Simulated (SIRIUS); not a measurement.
## Pt in SIRIUS: the effect of strain

Pt:

```xyz
1
Lattice="0.0000 1.9609 1.9609 1.8825 0.0000 1.9609 1.8825 1.9609 0.0000" Properties=species:S:1:pos:R:3 pbc="T T T"
Pt    0.0000    0.0000    0.0000
```

The cell isn't the ideal one: strain = -0.04 (xx).

Alike in all runs:

```yaml
Program: SIRIUS 7.10.0
Task: single point
Functional: PBE
Potentials_or_basis: PseudoDojo 0.4.1 PBE standard (scalar relativistic)
Cutoff: 1152 eV
Density_cutoff: 4606 eV
k_mesh: 10 × 10 × 10
Occupations: fermi-dirac, width 0.05 eV
Spin: no spin polarisation
Strain_kind: xx
Libxc_names: "[\"XC_GGA_X_PBE\", \"XC_GGA_C_PBE\"]"
Energy_tol: 1e-08 Ha
Density_tol: 1e-06
Mixer: anderson
Mixing_beta: 0.7
Max_scf: 100
```

```csv
strain,pressure (GPa)
-4 % (xx),?
-2 % (xx),16.1
-1 % (xx),12.7
+0 % (xx),9.6
+1 % (xx),6.7
+2 % (xx),4.0
+4 % (xx),-0.8
```

What does the run with strain -4 % (xx) give?

Pressure 23.5 GPa.
